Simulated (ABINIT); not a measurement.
# BaTiO3 in ABINIT: convergence with cutoff

Input of the first run (cutoff 9 Ha); the others differ in this setting and in those tied to it:

File run.abi:

```
# Pseudopotentials
pp_dirpath "./"
pseudos "Ba.GGA_PBE-JTH.xml, Ti.GGA_PBE-JTH.xml, O.GGA_PBE-JTH.xml"

# Structure
acell 3*1.0
rprim
     5.3435183937    -9.2552453490     0.0000000000
    10.6870367874     0.0000000000     0.0000000000
     5.3435183937    -3.0850817767     8.7597559466
ntypat 3
znucl 56 22 8
natom 10
typat 1 1 2 2 3 3 3 3 3 3
xred
     0.9177924700     0.9677509100     0.9738373600
     0.5774295100     0.6545572300     0.3489314600
     0.8554444300     0.7046525900     0.7824091600
     0.2254501000     0.1942032400     0.3459340700
     0.1078378300     0.4659246800     0.9425172400
     0.5268240400     0.0623520400     0.3607577300
     0.6266454800     0.3989537400     0.0195656800
     0.8613690900     0.0487807000     0.5609802200
     0.5045799500     0.9888950700     0.0529161400
     0.8179271000     0.5352298000     0.5482509300
chkprim 0
chksymtnons 0
tolsym 1.0e-6

# Plane-wave basis
ecut 9.0
pawecutdg 58.8
pawxcdev 0
pawovlp -1

# k points
kptopt 1
ngkpt 3 3 3
nshiftk 1
shiftk 0.0 0.0 0.0

# Exchange and correlation
ixc -116133

# Bands and occupations
nband 48
occopt 3
tsmear 0.05 eV

# SCF cycle
nstep 100
tolvrs 1.0e-9

# Output
iomode 3
prtwf 0
prtden 0
prteig 0
prtebands 0
```

Potentials or basis: JTH PAW PBE v2.0.

Launch:

```bash
$ mpirun --bind-to none -np 4 abinit run.abi > log 2>&1
```

The cell isn't the ideal one: all atoms moved at random.

Hardware: 4 MPI ranks on Arm Neoverse V2, with other jobs on the host.

Question: The values tried are 9 Ha, 11.5 Ha, 14 Ha, 16 Ha, 19.5 Ha, 23 Ha, 26.5 Ha, 31 Ha, 37 Ha, loosest first. From which on does the largest force stay within 0.005 eV/Å of the tightest run that finished?

Answer: From 19.5 Ha on.

```csv
cutoff,"energy less the tightest run, at zero smearing (meV/atom)",largest force (eV/Å),gap on the mesh (eV),SCF cycles,CPU time (s)
9 Ha,3770.86,24.435,0.445,22,160
11.5 Ha,1028.01,24.323,0.452,22,210
14 Ha,256.53,24.296,0.461,22,250
16 Ha,77.90,24.303,0.459,23,280
19.5 Ha,21.29,24.311,0.458,22,350
23 Ha,19.13,24.311,0.459,22,420
26.5 Ha,13.36,24.308,0.459,21,500
31 Ha,4.40,24.308,0.458,23,670
37 Ha,0.00,24.308,0.458,22,820
```

Against the tightest run, the gap on the mesh stays within 0.01 eV from 11.5 Ha on. Not settled before the last step: the energy (to 1 meV/atom). The tightest run that finished is the yardstick and may itself not be fully converged.

Caveat, for the tightest run too: the k mesh is coarse (spacing up to 0.45 Å⁻¹), so the values aren't converged; this set's barium file shifts pressures by 1.5 GPa and gaps by 0.1 eV against other sets; the atomic spheres overlap; the PAW data sets were made with another functional, which shifts forces and pressure a little; spin-orbit coupling is left out, which moves the levels of the heavy elements; an odd mesh through Γ misses points on the zone boundary, where band edges often lie.
